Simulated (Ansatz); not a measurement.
## Errors in the atomisation enthalpy at 298 K

6 molecules with two or more fluorines; the atomisation enthalpy at 298 K in kJ/mol, computed less measured. Shapes, held fixed at every level: PBE0-D4/def2-TZVP. Thermal terms are harmonic and unscaled (PBE0-D4/def2-TZVP); the spin-orbit lowering of the free atoms is taken from their spectra. Programs: Ansatz 0.2.0. Measured values: Active Thermochemical Tables, CRC Handbook of Chemistry and Physics, NIST-JANAF tables.

Levels: A = HF/def2-SVP; B = PBE0-D4/def2-TZVPP; C = wB97X-V/def2-TZVPP.

```
                      molecule  from tabulated heats     A    B    C
  BClF2 (chlorodifluoroborane)                  1736  -390   +6   -2
       BF3 (boron trifluoride)                  1944  -437  -14  -15
       SOF2 (thionyl fluoride)                  1229  -773  +27  +42
CHClF2 (difluorochloromethane)                  1698  -569  +13   +6
       CHF3 (trifluoromethane)                  1869  -589   +3   +4
     GeF4 (tetrafluorogermane)                  1880  -642  -33  +19
```

Sum up the errors.


```
             level                    kind  mean error  mean absolute error  worst case
       HF/def2-SVP            Hartree–Fock      -566.7                566.7        SOF2
PBE0-D4/def2-TZVPP           global hybrid        +0.3                 16.0        GeF4
wB97X-V/def2-TZVPP  range-separated hybrid        +9.0                 14.7        SOF2
```

On this set wB97X-V/def2-TZVPP has the smallest mean absolute error and HF/def2-SVP the largest. HF/def2-SVP is too low in 6 of 6; wB97X-V/def2-TZVPP is too high in 4 of 6. The heats of GeF4 (tetrafluorogermane) come from older tables and can be uncertain by 10 kJ/mol or more. Heats of the atoms come from ATcT where it has them, that of boron, 570 kJ/mol, from recent work. The levels differ in basis as well as in method. The tabulated values of BClF2, SOF2 are in doubt (older tables, estimates, or at odds with other calculations) and kept here. Over the 4 molecules whose values aren't doubted the mean absolute errors are A 559.2; B 15.8; C 11.0. The smallest two are near a tie. Hartree–Fock lacks correlation and underbinds. Relativity is left out for Ge. The set is small.
